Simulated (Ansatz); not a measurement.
# GaP (zincblende type): the cost of one run

Computed with Ansatz 0.2.0 (DFT, PBE, all-electron LAPW, scalar-relativistic, unless a step's input says otherwise).

## 1. The structure to begin with

It takes space group F-43m (No. 216, cubic). Conventional cell: a = 5.506 Å, b = 5.506 Å, c = 5.506 Å, α = 90.00°, β = 90.00°, γ = 90.00°. Ga (site symmetry -43m) has 4 P at 2.38 Å as nearest neighbours. Around P (site symmetry -43m) lie 4 Ga at 2.38 Å.

Coordinates:

```xyz
4
Lattice="-2.7530 2.7530 0.0000 0.0000 0.0000 5.5060 2.7530 2.7530 0.0000" Properties=species:S:1:pos:R:3 pbc="T T T"
Ga    0.0000    0.0000    0.0000
Ga    0.0000    2.7530    2.7530
P     1.3765    1.3765    1.3765
P    -1.3765    1.3765    4.1295
```

Atoms are numbered in the order of the input: Ga1, Ga2, P3, P4.

## 2. Bulk in the slab's orientation, LAPW

File input.yaml:

```yaml
crystal:
  lattice:
    - [-2.752990972, 2.752990972, 0.0]
    - [0.0, 0.0, 5.5059819439]
    - [2.752990972, 2.752990972, 0.0]
  atoms:
    - { symbol: Ga, position: [0.0, 0.0, 0.0] }
    - { symbol: Ga, position: [0.5, 0.5, 0.5] }
    - { symbol: P, position: [0.0, 0.25, 0.5] }
    - { symbol: P, position: [0.5, 0.75, 0.0] }
kpoints:
  mp_grid: { grid: [8, 6, 8] }
scf:
  occupations: { method: fermi_dirac, width: 0.02 }
hamiltonian:
  xc: pbe
  pseudopotentials: { kind: all_electron, lapw: { basis_error: 0.001 } }
output:
  forces: true
  stress: true
  eigenvalues: true
```

The run is started by

```
$ ansatz run input.yaml --threads 3 --pin off --max-ram 8192MiB --backend cpu --events-out ev --progress --plain --runs-dir out
```

What time and memory should one allow on 3 threads of AMD EPYC 9R45 (Zen 5), shared host?

About 9.6 s, with a peak of 0.62 GiB.
